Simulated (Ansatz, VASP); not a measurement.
# GaAs in VASP and in Ansatz

```
Ga As
1.0
     0.00000    2.82898    2.82898
     2.82898    0.00000    2.82898
     2.82898    2.82898    0.00000
Ga As
1 1
Direct
  0.00000 0.00000 0.00000
  0.75000 0.75000 0.75000
```

Alike in both runs: functional PBEsol; k mesh 10 × 10 × 10; occupations gaussian, width 0.01 eV; no spin polarisation.

Ansatz relaxed the structure, and its values are those at the end. VASP's run is a single point on that final structure, the one shown.

|  | VASP | Ansatz |
| --- | --- | --- |
| version | VASP 6.6.1 | Ansatz 0.2.0 |
| potentials or method | VASP PAW PBE potentials, release 64 (Ga_d, As) | scalar-relativistic, plane waves, PAW |
| plane-wave cutoff (eV) | 520 | 420 |
| valence electrons in the cell | 18 | 28 |

VASP gave:

| Property | Result |
| --- | --- |
| gap on the k mesh at the Fermi level (eV) | 0.44 |
| least direct gap on the mesh (eV) | 0.44 |
| pressure (GPa) | 0.2 |

**Question.** Estimate Ansatz's values.

**Answer.** gap on the k mesh at the Fermi level (eV): 0.43; least direct gap on the mesh (eV): 0.43; pressure (GPa): 0.0.

The two sets of potentials don't hold the same shells in valence.

Caveats: the PAW data sets were made with another functional, which shifts forces and pressure a little (VASP).
